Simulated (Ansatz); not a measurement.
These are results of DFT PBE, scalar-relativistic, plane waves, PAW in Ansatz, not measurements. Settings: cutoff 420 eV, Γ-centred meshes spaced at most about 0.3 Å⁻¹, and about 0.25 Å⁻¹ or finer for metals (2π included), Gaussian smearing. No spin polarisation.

Temperature and zero-point effects are left out.

Compare these two cells of InGa5P6, each relaxed at this level.

A.

```yaml
crystal:
  lattice:
    - [3.70451, 0.00000, 0.00000]
    - [0.00000, 3.70451, 0.00000]
    - [0.00000, 0.00000, 15.68425]
  atoms:
    - { symbol: In, position: [0.00000, 0.00000, 0.50000] }
    - { symbol: Ga, position: [0.00000, 0.00000, 0.83658] }
    - { symbol: Ga, position: [0.50000, 0.50000, 0.00000] }
    - { symbol: Ga, position: [0.00000, 0.00000, 0.16342] }
    - { symbol: Ga, position: [0.50000, 0.50000, 0.32924] }
    - { symbol: Ga, position: [0.50000, 0.50000, 0.67076] }
    - { symbol: P, position: [0.00000, 0.00000, 0.00000] }
    - { symbol: P, position: [0.50000, 0.50000, 0.16010] }
    - { symbol: P, position: [0.00000, 0.00000, 0.32277] }
    - { symbol: P, position: [0.50000, 0.50000, 0.50000] }
    - { symbol: P, position: [0.00000, 0.00000, 0.67723] }
    - { symbol: P, position: [0.50000, 0.50000, 0.83990] }
```

B.

```yaml
crystal:
  lattice:
    - [3.67096, 0.00000, 0.00000]
    - [0.00000, 5.26557, 0.00000]
    - [0.00000, 0.00000, 11.09875]
  atoms:
    - { symbol: In, position: [0.50000, 0.50000, 0.00000] }
    - { symbol: Ga, position: [0.00000, 0.00000, 0.82978] }
    - { symbol: Ga, position: [0.00000, 0.00000, 0.17022] }
    - { symbol: Ga, position: [0.50000, 0.50000, 0.33793] }
    - { symbol: Ga, position: [0.00000, 0.00000, 0.50000] }
    - { symbol: Ga, position: [0.50000, 0.50000, 0.66207] }
    - { symbol: P, position: [0.00000, 0.50000, 0.18264] }
    - { symbol: P, position: [0.00000, 0.50000, 0.50000] }
    - { symbol: P, position: [0.50000, 0.00000, 0.66337] }
    - { symbol: P, position: [0.00000, 0.50000, 0.81736] }
    - { symbol: P, position: [0.50000, 0.00000, 0.00000] }
    - { symbol: P, position: [0.50000, 0.00000, 0.33663] }
```

Problem. Which arrangement of the elements on these sites is preferred, and by what margin?

Solution. They are level within the accuracy (2 meV/atom apart, with B the lower in these runs). The two share one framework of sites and differ in which element sits where. A has In and Ga ordered on rock salt sites, space group P4/mmm (No. 123), 17.9 Å³/atom and no gap on its mesh; B has In and Ga ordered on rock salt sites, space group Pmmm (No. 47), 17.9 Å³/atom and no gap. Counting P atoms around Ga and In (those within 1.25 times the shortest such distance or 1.15 times the sum of covalent radii, 1.27 where that leaves under three), A and B both have In 6, Ga 6. In A, around In lie 4 P at 2.62 Å and 2 P at 2.78 Å; Ga on a site of symmetry 4mm has 6 P at 2.50–2.62 Å; around P on a site of symmetry 4/mmm lie 6 Ga at 2.56–2.62 Å; 5 more sites not described. In B, In has 6 P at 2.63–2.73 Å; Ga on a site of symmetry mm2 has 6 P at 2.60–2.64 Å; P on a site of symmetry mm2 is surrounded by 4 Ga at 2.52–2.64 Å and 2 In at 2.73 Å; 5 more sites not described. Both come from invented guesses. The lowest form computed isn't among them: it has In and Ga ordered on zinc blende sites, space group P-4m2 (No. 115), 21.7 Å³/atom and lies 0.38 eV/atom below the best shown.

For metals, differences of a few meV/atom aren't resolved. Cells relaxed within their symmetry can be saddle points.
